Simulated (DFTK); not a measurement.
## Mg under changes of volume

One of the cells (23.237 Å³/atom); the others are scaled copies at fixed shape and fractional positions:

```
Mg
1.0
     3.20930    0.00000    0.00000
    -1.60465    2.77934    0.00000
     0.00000    0.00000    5.21030
Mg
2
Direct
  0.66667 0.33333 0.75000
  0.33333 0.66667 0.25000
```

```yaml
Program: DFTK 0.8.2
Functional: PBE
Potentials_or_basis: dojo.nc.sr.pbe.v0_4_1.standard.upf (PBE)
Cutoff: 1143 eV
k_mesh: 10 × 10 × 5
Occupations: fermi-dirac, width 0.05 eV
Spin: no spin polarisation
```

| volume (Å³/atom) | energy over the lowest point (meV/atom) | pressure (GPa) |
| --- | --- | --- |
| 21.843 | 6.80 | 2.0 |
| 22.308 | 2.20 | 1.2 |
| 22.772 | ? | ? |
| 23.237 | 0.00 | -0.4 |
| 23.702 | 1.94 | -1.0 |
| 24.167 | 5.67 | -1.6 |
| 24.631 | 10.97 | -2.1 |

**Question.** What does the run at 22.772 Å³/atom give?

**Answer.** Energy over the lowest point 0.01 meV/atom; pressure 0.4 GPa.

Worked out: A Birch-Murnaghan fit of order 3 (a polynomial in V^(-2/3)) to the other rows has its minimum at 23.01 Å³/atom with B0 = V·E''(V) = 35 GPa and B' = 4.1 at fixed shape and positions, which overstates the stiffness. It gives 0.01 meV/atom at 22.772 Å³/atom, against the run's 0.01, and -dE/dV = 0.4 GPa, against 0.4.

Energies are extrapolated to zero smearing.
